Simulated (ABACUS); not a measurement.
Crystal: Rb.

```
Rb
1.0
    -2.95451    2.95451    2.73085
     2.95451   -2.95451    2.73085
     2.95451    2.95451   -2.73085
Rb
1
Direct
  0.00000 0.00000 0.00000
```

This isn't the form of Rb at room conditions, which is bcc.

| Item | Value |
| --- | --- |
| Program | ABACUS 3.10.1 |
| Task | single point |
| Functional | PBE |
| Potentials or basis | PseudoDojo NC SR 0.4.1 PBE standard |
| Cutoff | 1361 eV |
| Density cutoff | 5442 eV |
| Basis | DZP LCAO (the cutoffs set its grid) |
| k mesh | 7 × 7 × 7 |
| Occupations | fermi-dirac, width 0.05 eV |
| Spin | no spin polarisation |

On this cell: pressure -0.4 GPa; band gap on the k mesh none (metal or under the smearing width).

The same run follows on a disturbed copy (cell strained at random at fixed volume):

```
Rb
1.0
    -2.90185    2.86931    2.77651
     2.95454   -2.89322    2.85939
     2.90989    2.90126   -2.80238
Rb
1
Direct
  0.99437 0.00257 0.99618
```

Q: What changes?

A: The energy (extrapolated to zero smearing) moves by +2.4 meV/atom; pressure -0.4 GPa; band gap on the k mesh none (metal or under the smearing width).

Stress tensor (GPa, compression positive):
```
-0.41 -0.01 -0.06
-0.01 -0.43  0.03
-0.06  0.03 -0.48
```

Caveats: the atomic orbitals were generated for these runs and aren't a published set; the basis of atomic orbitals isn't converged, which shifts pressures, moduli and gaps.
